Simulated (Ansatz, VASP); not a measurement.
**Si in VASP and in Ansatz**

```
Si
1.0
     3.85108    0.00000    0.00000
     0.00000    6.36468    0.00000
     0.00000    0.00000   18.44685
Si
8
Direct
  0.00000 0.93707 0.37947
  0.00000 0.56293 0.37947
  0.50000 0.43707 0.43973
  0.50000 0.06293 0.43973
  0.50000 0.93330 0.56102
  0.50000 0.56670 0.56102
  0.00000 0.42599 0.61000
  0.00000 0.07401 0.61000
```

Alike in both runs: functional PBE; k mesh 8 × 5 × 1; occupations gaussian, width 0.05 eV; no spin polarisation.

Ansatz relaxed the structure, and its values are those at the end. VASP's run is a single point on that final structure, the one shown.

|  | VASP | Ansatz |
| --- | --- | --- |
| version | VASP 6.6.1 | Ansatz 0.2.0 |
| potentials or method | VASP PAW PBE potentials, release 64 (Si) | scalar-relativistic, plane waves, PAW |
| plane-wave cutoff (eV) | 520 | 420 |
| valence electrons in the cell | 32 | 32 |

|  | VASP | Ansatz | Ansatz less VASP |
| --- | --- | --- | --- |
| gap on the k mesh at the Fermi level (eV) | none | none | - |
| rms of the force components (eV/Å) | 0.322 | 0.322 | +0.0005 |

A gap of «none» marks a metal or a gap that the smearing closes.
